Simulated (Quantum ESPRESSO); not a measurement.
# TePb (Fm-3m) in Quantum ESPRESSO: further runs, part 2 of 5

Quantum ESPRESSO 7.5. Earlier steps stand in the parts before.

**3. Phonons, PBE, target pressure 5 GPa, at which the enthalpy is minimised**

Contents of pw.in:

```
&CONTROL
  calculation = 'scf'
  prefix = 'pwscf'
  outdir = './tmp'
  pseudo_dir = './pseudo'
  tprnfor = .true.
  tstress = .true.
  disk_io = 'low'
/
&SYSTEM
  ibrav = 0
  A = 4.56932402
  nat = 2
  ntyp = 2
  ecutwfc = 45
  ecutrho = 360
  nbnd = 16
  occupations = 'smearing'
  smearing = 'fd'
  degauss = 0.00367493
/
&ELECTRONS
  conv_thr = 4d-10
  electron_maxstep = 120
  mixing_beta = 0.5
/
ATOMIC_SPECIES
Pb   207.2000 pb_pbe_v1.uspp.F.UPF
Te   127.6000 te_pbe_v1.uspp.F.UPF
CELL_PARAMETERS alat
   0.0000000000    0.7071067812    0.7071067812
   0.7071067812    0.0000000000    0.7071067812
   0.7071067812    0.7071067812    0.0000000000
ATOMIC_POSITIONS alat
Pb     0.0000000000    0.0000000000    0.0000000000
Te     0.7071067812    0.7071067812    0.7071067812
K_POINTS automatic
4 4 4 1 1 1
```

Contents of relax.in:

```
&CONTROL
  calculation = 'vc-relax'
  prefix = 'pwscf'
  outdir = './tmp'
  pseudo_dir = './pseudo'
  tprnfor = .true.
  tstress = .true.
  disk_io = 'low'
  nstep = 40
  forc_conv_thr = 0.0001
  etot_conv_thr = 1d-06
/
&SYSTEM
  ibrav = 0
  A = 4.56932402
  nat = 2
  ntyp = 2
  ecutwfc = 45
  ecutrho = 360
  nbnd = 16
  occupations = 'smearing'
  smearing = 'fd'
  degauss = 0.00367493
/
&ELECTRONS
  conv_thr = 4d-10
  electron_maxstep = 120
  mixing_beta = 0.5
/
&IONS
  ion_dynamics = 'bfgs'
/
&CELL
  cell_dynamics = 'bfgs'
  press = 50
  press_conv_thr = 0.2
/
ATOMIC_SPECIES
Pb   207.2000 pb_pbe_v1.uspp.F.UPF
Te   127.6000 te_pbe_v1.uspp.F.UPF
CELL_PARAMETERS alat
   0.0000000000    0.7071067812    0.7071067812
   0.7071067812    0.0000000000    0.7071067812
   0.7071067812    0.7071067812    0.0000000000
ATOMIC_POSITIONS alat
Pb     0.0000000000    0.0000000000    0.0000000000
Te     0.7071067812    0.7071067812    0.7071067812
K_POINTS automatic
4 4 4 1 1 1
```

Contents of gamma.in:

```
&CONTROL
  calculation = 'bands'
  prefix = 'pwscf'
  outdir = './tmp'
  pseudo_dir = './pseudo'
  disk_io = 'low'
  verbosity = 'high'
/
&SYSTEM
  ibrav = 0
  A = 4.48501884
  nat = 2
  ntyp = 2
  ecutwfc = 45
  ecutrho = 360
  nbnd = 16
  occupations = 'smearing'
  smearing = 'fd'
  degauss = 0.00367493
/
&ELECTRONS
  conv_thr = 1d-08
  electron_maxstep = 120
  mixing_beta = 0.5
  diago_full_acc = .true.
  startingwfc = 'random'
/
ATOMIC_SPECIES
Pb   207.2000 pb_pbe_v1.uspp.F.UPF
Te   127.6000 te_pbe_v1.uspp.F.UPF
CELL_PARAMETERS alat
   0.0000000000    0.7071067812    0.7071067812
   0.7071067812    0.0000000000    0.7071067812
   0.7071067812    0.7071067812    0.0000000000
ATOMIC_POSITIONS alat
Pb     0.0000000000    0.0000000000    0.0000000000
Te     0.7071067812    0.7071067812    0.7071067812
K_POINTS crystal
1
0.0 0.0 0.0 1
```

Contents of scf2.in:

```
&CONTROL
  calculation = 'scf'
  prefix = 'pwscf'
  outdir = './tmp'
  pseudo_dir = './pseudo'
  tprnfor = .true.
  tstress = .true.
  disk_io = 'low'
/
&SYSTEM
  ibrav = 0
  A = 4.48501884
  nat = 2
  ntyp = 2
  ecutwfc = 45
  ecutrho = 360
  nbnd = 16
  occupations = 'fixed'
/
&ELECTRONS
  conv_thr = 1d-13
  electron_maxstep = 120
  mixing_beta = 0.5
  startingpot = 'file'
/
ATOMIC_SPECIES
Pb   207.2000 pb_pbe_v1.uspp.F.UPF
Te   127.6000 te_pbe_v1.uspp.F.UPF
CELL_PARAMETERS alat
   0.0000000000    0.7071067812    0.7071067812
   0.7071067812    0.0000000000    0.7071067812
   0.7071067812    0.7071067812    0.0000000000
ATOMIC_POSITIONS alat
Pb     0.0000000000    0.0000000000    0.0000000000
Te     0.7071067812    0.7071067812    0.7071067812
K_POINTS automatic
4 4 4 1 1 1
```

Contents of ph.in:

```
phonons of TePb
&INPUTPH
  prefix = 'pwscf'
  outdir = './tmp'
  tr2_ph = 1d-18
  fildyn = 'dyn'
  niter_ph = 90
  alpha_mix(1) = 0.7
  epsil = .true.
/
0.0000000000 0.0000000000 0.0000000000
```

Contents of dynmat.in:

```
&INPUT
  fildyn = 'dyn'
  asr = 'crystal'
  lperm = .true.
  filout = 'dynmat.disp'
  fileig = 'dynmat.eig'
/
```

Contents of dynmat_lo.in:

```
&INPUT
  fildyn = 'dyn'
  asr = 'crystal'
  filout = 'dynmat_lo.disp'
  fileig = 'dynmat_lo.eig'
  q(1) = 0
  q(2) = 0
  q(3) = 1
/
```

Potentials or basis: GBRV 1.5 PBE.

Command:

```bash
OMP_NUM_THREADS=1 pw.x -in pw.in > pw.out
OMP_NUM_THREADS=1 pw.x -in relax.in > relax.out
OMP_NUM_THREADS=1 pw.x -in gamma.in > gamma.out
OMP_NUM_THREADS=1 pw.x -in scf2.in > scf2.out
OMP_NUM_THREADS=1 ph.x -in ph.in > ph.out
OMP_NUM_THREADS=1 dynmat.x -in dynmat.in > dynmat.out
OMP_NUM_THREADS=1 dynmat.x -in dynmat_lo.in > dynmat_lo.out
```

pw.out:

```text
This program is part of the open-source Quantum ESPRESSO suite
     for quantum simulation of materials; please cite
[... 9 lines left out ...]
     --------------------
     sticks:   dense  smooth     PW     G-vecs:    dense   smooth      PW
     Sum        1843     925    283                52345    18499    3071

     Using Slab Decomposition

     bravais-lattice index     =            0
     lattice parameter (alat)  =       8.6348  a.u.
     unit-cell volume          =     455.2369 (a.u.)^3
     number of atoms/cell      =            2
     number of atomic types    =            2
     number of electrons       =        20.00
     number of Kohn-Sham states=           16
     kinetic-energy cutoff     =      45.0000  Ry
     charge density cutoff     =     360.0000  Ry
     scf convergence threshold =      4.0E-10
     mixing beta               =       0.5000
     number of iterations used =            8  plain     mixing
     Exchange-correlation= SLA  PW   PBE  PBE
                           (   1   4   3   4   0   0   0)

     celldm(1)=   8.634771  celldm(2)=   0.000000  celldm(3)=   0.000000
     celldm(4)=   0.000000  celldm(5)=   0.000000  celldm(6)=   0.000000

[... 8 lines left out ...]
               b(3) = (  0.707107  0.707107 -0.707107 )

     PseudoPot. # 1 for Pb read from file:
     pb_pbe_v1.uspp.F.UPF
     Pseudo is Ultrasoft + core correction, Zval = 14.0
     Generated by new atomic code, or converted to UPF format
     Using radial grid of  899 points,  6 beta functions with:
                l(1) =   0
                l(2) =   0
                l(3) =   1
                l(4) =   1
                l(5) =   2
                l(6) =   2
     Q(r) pseudized with  6 coefficients,  rinner =    1.000   1.000   1.000
                                                       1.000   1.000

     PseudoPot. # 2 for Te read from file:
     te_pbe_v1.uspp.F.UPF
     Pseudo is Ultrasoft + core correction, Zval =  6.0
     Generated by new atomic code, or converted to UPF format
     Using radial grid of  891 points,  5 beta functions with:
                l(1) =   0
                l(2) =   0
                l(3) =   1
                l(4) =   1
                l(5) =   2
     Q(r) pseudized with  6 coefficients,  rinner =    1.800   1.800   1.800
                                                       1.800   1.800

     atomic species   valence    mass     pseudopotential
     Pb               14.00   207.20000     Pb( 1.00)
     Te                6.00   127.60000     Te( 1.00)

     48 Sym. Ops., with inversion, found

   Cartesian axes

     site n.     atom                  positions (alat units)
         1        Pb     tau(   1) = (   0.0000000   0.0000000   0.0000000  )
         2        Te     tau(   2) = (   0.7071068   0.7071068   0.7071068  )

     number of k points=    10  Fermi-Dirac smearing, width (Ry)=  0.0037
                       cart. coord. in units 2pi/alat
        k(    1) = (   0.0883883   0.0883883   0.0883883), wk =   0.0625000
        k(    2) = (   0.2651650   0.2651650  -0.0883883), wk =   0.1875000
        k(    3) = (  -0.2651650  -0.2651650   0.4419417), wk =   0.1875000
        k(    4) = (  -0.0883883  -0.0883883   0.2651650), wk =   0.1875000
        k(    5) = (   0.4419417   0.0883883   0.0883883), wk =   0.1875000
        k(    6) = (  -0.0883883  -0.4419417   0.6187184), wk =   0.3750000
        k(    7) = (   0.0883883  -0.2651650   0.4419417), wk =   0.3750000
        k(    8) = (  -0.6187184   0.0883883   0.0883883), wk =   0.1875000
        k(    9) = (   0.2651650   0.2651650   0.2651650), wk =   0.0625000
        k(   10) = (  -0.2651650  -0.2651650   0.7954951), wk =   0.1875000

     Dense  grid:    52345 G-vectors     FFT dimensions: (  54,  54,  54)

     Smooth grid:    18499 G-vectors     FFT dimensions: (  40,  40,  40)

     Initial potential from superposition of free atoms

     starting charge      19.9974, renormalised to      20.0000

     negative rho (up, down):  1.582E-02 0.000E+00
     Starting wfcs are   13 randomized atomic wfcs +    3 random wfcs

     Self-consistent Calculation

     iteration #  1     ecut=    45.00 Ry     beta= 0.50
     Davidson diagonalization with overlap
     ethr =  1.00E-02,  avg # of iterations =  5.4

     Threshold (ethr) on eigenvalues was too large:
     Diagonalizing with lowered threshold

     Davidson diagonalization with overlap
     ethr =  1.71E-04,  avg # of iterations =  4.0

     negative rho (up, down):  1.524E-02 0.000E+00

     total energy              =    -190.70698563 Ry
     estimated scf accuracy    <       0.03398456 Ry

     iteration #  2     ecut=    45.00 Ry     beta= 0.50
     Davidson diagonalization with overlap
     ethr =  1.70E-04,  avg # of iterations =  2.0

     negative rho (up, down):  1.536E-02 0.000E+00

     total energy              =    -190.71520164 Ry
     estimated scf accuracy    <       0.00236281 Ry

     iteration #  3     ecut=    45.00 Ry     beta= 0.50
     Davidson diagonalization with overlap
     ethr =  1.18E-05,  avg # of iterations =  4.6

     negative rho (up, down):  1.535E-02 0.000E+00

     total energy              =    -190.71566681 Ry
     estimated scf accuracy    <       0.00037606 Ry

     iteration #  4     ecut=    45.00 Ry     beta= 0.50
     Davidson diagonalization with overlap
     c_bands:  1 eigenvalues not converged
     c_bands:  1 eigenvalues not converged
     ethr =  1.88E-06,  avg # of iterations =  5.8

     negative rho (up, down):  1.538E-02 0.000E+00

     total energy              =    -190.71569626 Ry
     estimated scf accuracy    <       0.00000618 Ry

     iteration #  5     ecut=    45.00 Ry     beta= 0.50
     Davidson diagonalization with overlap
     c_bands:  2 eigenvalues not converged
     ethr =  3.09E-08,  avg # of iterations = 11.9

     negative rho (up, down):  1.544E-02 0.000E+00

     total energy              =    -190.71572829 Ry
     estimated scf accuracy    <       0.00000153 Ry

     iteration #  6     ecut=    45.00 Ry     beta= 0.50
     Davidson diagonalization with overlap
     ethr =  7.65E-09,  avg # of iterations =  4.5

     negative rho (up, down):  1.554E-02 0.000E+00

     total energy              =    -190.71572818 Ry
     estimated scf accuracy    <       0.00000057 Ry

     iteration #  7     ecut=    45.00 Ry     beta= 0.50
     Davidson diagonalization with overlap
     c_bands:  2 eigenvalues not converged
     ethr =  2.85E-09,  avg # of iterations =  8.6

     negative rho (up, down):  1.554E-02 0.000E+00

     total energy              =    -190.71572835 Ry
     estimated scf accuracy    <       0.00000001 Ry

     iteration #  8     ecut=    45.00 Ry     beta= 0.50
     Davidson diagonalization with overlap
     c_bands:  1 eigenvalues not converged
     ethr =  5.86E-11,  avg # of iterations =  7.5

     negative rho (up, down):  1.554E-02 0.000E+00

     total energy              =    -190.71572839 Ry
     estimated scf accuracy    <          1.7E-09 Ry

     iteration #  9     ecut=    45.00 Ry     beta= 0.50
     Davidson diagonalization with overlap
     ethr =  8.38E-12,  avg # of iterations =  3.4

     negative rho (up, down):  1.554E-02 0.000E+00

     End of self-consistent calculation

          k = 0.0884 0.0884 0.0884 (  2319 PWs)   bands (ev):

    -9.2604  -9.2604  -9.2498  -9.2480  -9.2480  -4.4170   1.4333   6.1675
     6.1675   6.3682  10.8192  10.9898  10.9898  13.1355  13.5353  13.5353

          k = 0.2652 0.2652-0.0884 (  2327 PWs)   bands (ev):

    -9.2685  -9.2680  -9.2477  -9.2406  -9.2374  -3.7524   0.0369   5.2467
     6.6898   7.3137   8.7493   9.0610  11.2541  13.6194  14.2741  15.8335

          k =-0.2652-0.2652 0.4419 (  2332 PWs)   bands (ev):

    -9.2786  -9.2685  -9.2465  -9.2352  -9.2315  -3.0954  -0.9516   5.6023
     6.0733   6.5458   9.1640   9.4599  10.0803  14.4636  15.8402  16.5476

          k =-0.0884-0.0884 0.2652 (  2319 PWs)   bands (ev):

    -9.2713  -9.2586  -9.2516  -9.2425  -9.2408  -4.0722   0.7093   5.7220
     5.7953   7.0585   9.0971  11.0455  11.1721  12.4251  14.7423  14.9537

          k = 0.4419 0.0884 0.0884 (  2329 PWs)   bands (ev):

    -9.2929  -9.2549  -9.2543  -9.2336  -9.2319  -3.4684   0.1120   4.9592
     5.1824   5.3205  10.9964  11.3624  11.7216  12.0550  15.8288  16.7468

          k =-0.0884-0.4419 0.6187 (  2315 PWs)   bands (ev):

    -9.3004  -9.2588  -9.2484  -9.2357  -9.2263  -2.8059  -0.5399   3.6920
     4.3179   6.4761   9.7519  11.9668  12.8577  13.3323  15.2996  15.8365

          k = 0.0884-0.2652 0.4419 (  2316 PWs)   bands (ev):

    -9.2848  -9.2634  -9.2475  -9.2362  -9.2323  -3.2213  -0.4840   4.6585
     5.3382   6.7575   9.1745  10.5454  11.7212  13.3257  15.8352  16.1292

          k =-0.6187 0.0884 0.0884 (  2319 PWs)   bands (ev):

    -9.3123  -9.2573  -9.2507  -9.2271  -9.2259  -2.9208  -0.0638   3.3295
     4.8474   4.9254  11.0664  12.3069  12.4524  13.5334  15.8324  17.5603

          k = 0.2652 0.2652 0.2652 (  2337 PWs)   bands (ev):

    -9.2704  -9.2704  -9.2480  -9.2351  -9.2351  -3.4785  -0.5761   6.4717
     6.4717   7.2168   8.6561   9.0529   9.0529  14.5999  15.6247  15.6247

          k =-0.2652-0.2652 0.7955 (  2318 PWs)   bands (ev):

    -9.2884  -9.2645  -9.2436  -9.2371  -9.2316  -2.9122  -0.7874   4.0517
     5.7840   6.1170   9.9258   9.9917  12.3408  14.1946  15.3577  15.7977

     the Fermi energy is     8.0041 ev

!    total energy              =    -190.71572839 Ry
     estimated scf accuracy    <          3.4E-11 Ry
     smearing contrib. (-TS)   =      -0.00000002 Ry
     internal energy E=F+TS    =    -190.71572837 Ry

     The total energy is F=E-TS. E is the sum of the following terms:
     one-electron contribution =     -45.93782780 Ry
     hartree contribution      =      35.16032179 Ry
     xc contribution           =     -77.84001227 Ry
     ewald contribution        =    -102.09821009 Ry

     convergence has been achieved in   9 iterations

     negative rho (up, down):  1.554E-02 0.000E+00

     Forces acting on atoms (cartesian axes, Ry/au):

     atom    1 type  1   force =     0.00000000    0.00000000    0.00000000
     atom    2 type  2   force =     0.00000000    0.00000000   -0.00000000

     Total force =     0.000000     Total SCF correction =     0.000000

     Computing stress (Cartesian axis) and pressure

     negative rho (up, down):  1.554E-02 0.000E+00
          total   stress  (Ry/bohr**3)                   (kbar)     P=       19.83
   0.00013479   0.00000000   0.00000000           19.83        0.00        0.00
   0.00000000   0.00013479   0.00000000            0.00       19.83        0.00
   0.00000000   0.00000000   0.00013479            0.00        0.00       19.83

=------------------------------------------------------------------------------=
   JOB DONE.
=------------------------------------------------------------------------------=
```

Wall time 5.8 min (1 thread of Arm Neoverse V1, shared host); peak memory 0.22 GiB.

What came out:

```
Free energy                                             : -2594.7405 eV
Relaxed volume                                          : 31.90 Å³/atom
Relaxed cell                                            : a = 4.485 Å, b = 4.485 Å, c = 4.485 Å, α = 60.00°, β = 60.00°, γ = 60.00°
Space group after relaxing (to 0.05 Å)                  : Fm-3m (No. 225)
Pressure after relaxing                                 : 5.0 GPa
Electronic dielectric tensor (diagonal)                 : 31.23
Born charges (mean of the diagonal)                     : Pb +5.74; Te -5.64 e
Highest phonon frequency at Γ, LO-TO splitting left out : 66 cm⁻¹
Static dielectric tensor (diagonal)                     : 103.94
```

Step by step:
| step | energy change (eV) | largest force (eV/Å) | pressure (GPa) | volume (Å³) |
| --- | --- | --- | --- | --- |
| 1 | 0.0000 | 0.0000 | 1.98 | 67.46 |
| 2 | 0.0152 | 0.0000 | 2.74 | 66.43 |
| 3 | 0.0472 | 0.0000 | 3.99 | 64.90 |
| 4 | 0.0805 | 0.0000 | 5.07 | 63.72 |
| 5 | 0.0781 | 0.0000 | 5.00 | 63.79 |
| 6 | 0.0782 | 0.0000 | 5.00 | 63.79 |

Final structure:
```cif
data_structure
_symmetry_space_group_name_H-M 'P 1'
_symmetry_Int_Tables_number 1
_cell_length_a 4.4850
_cell_length_b 4.4850
_cell_length_c 4.4850
_cell_angle_alpha 60.000
_cell_angle_beta 60.000
_cell_angle_gamma 60.000
_cell_volume 63.79
loop_
_atom_site_label
_atom_site_type_symbol
_atom_site_fract_x
_atom_site_fract_y
_atom_site_fract_z
_atom_site_occupancy
Pb1 Pb 0.00000 0.00000 0.00000 1
Te1 Te 0.50000 0.50000 0.50000 1
```

Levels at points of the mesh, in eV from the valence-band top:
| k point | band 7 | band 8 | band 9 | band 10 | band 11 | band 12 | band 13 | band 14 |
| --- | --- | --- | --- | --- | --- | --- | --- | --- |
| (0.12, 0.12, 0.12) | -5.81 | -1.34 | -1.34 | -1.07 | 3.54 | 3.71 | 3.71 | 5.71 |

Phonon frequencies in cm⁻¹ (negative: imaginary):
```csv
q point,frequencies
"(0.000, 0.000, 0.000)",-1 -1 -1 66 66 66
```

Electronic dielectric tensor:
```
31.23  0.00  0.00
 0.00 31.23  0.00
 0.00  0.00 31.23
```

Born effective charge tensors (e):
atom 1, Pb
```
5.74 0.00 0.00
0.00 5.74 0.00
0.00 0.00 5.74
```
atom 2, Te
```
-5.64  0.00  0.00
 0.00 -5.64  0.00
 0.00  0.00 -5.64
```

Optical modes at Γ, degenerate ones joined, polar ones without the macroscopic field:
```
cm⁻¹  components  symmetry  active in  IR intensity, summed ((D/Å)²/amu)
  66           3       T1u         IR                              28.37
```

Zone-centre frequencies without and with the macroscopic field along z (cm⁻¹):
|  | optical modes in rising order |
| --- | --- |
| without | 66 66 66 |
| with the field | 66 66 120 |

Static dielectric tensor, electrons and zone-centre modes:
```
103.94   0.00   0.00
  0.00 103.94   0.00
  0.00   0.00 103.94
```

Caveat: the mesh is thin for the dielectric tensor, Born charges and intensities, which usually come out too large; the cell is more than 3 GPa from zero pressure, which shifts response properties; the Born charges break their sum rule by 0.10 e, a sign of too thin a mesh.

(Continued in part 3 of 5.)
